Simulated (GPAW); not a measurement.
# Pd: single point with PBE

The system is Pd.

```
CELL_PARAMETERS angstrom
0.00000 1.94650 1.94650
1.94650 0.00000 1.94650
1.94650 1.94650 0.00000
ATOMIC_POSITIONS crystal
Pd 0.00000 0.00000 0.00000
```

```json
{
  "Program": "GPAW 26.7.0",
  "Task": "single point",
  "Functional": "PBE",
  "Potentials or basis": "GPAW PAW data sets (gpaw-data 1.2.1)",
  "Cutoff": "500 eV",
  "Basis": "pw",
  "k mesh": "9 × 9 × 9",
  "Occupations": "fermi-dirac, width 0.05 eV",
  "Spin": "no spin polarisation"
}
```

```yaml
Pressure: 6.5 GPa
Band_gap_on_the_k_mesh: none (metal or under the smearing width)
```

Levels at points of the mesh, in eV from the Fermi level:
```tsv
k point	band 6	band 7	band 8	band 9	band 10	band 11
(0.00, 0.00, 0.00)	-2.82	-2.82	-1.21	-1.21	17.50	22.54
```

It took 4.8 s on 1 thread of Arm Neoverse V2, with other jobs on the host, peak memory 0.12 GiB.

Caveat: the cutoff is short for stress and forces, so pressures can be off by a GPa or more.
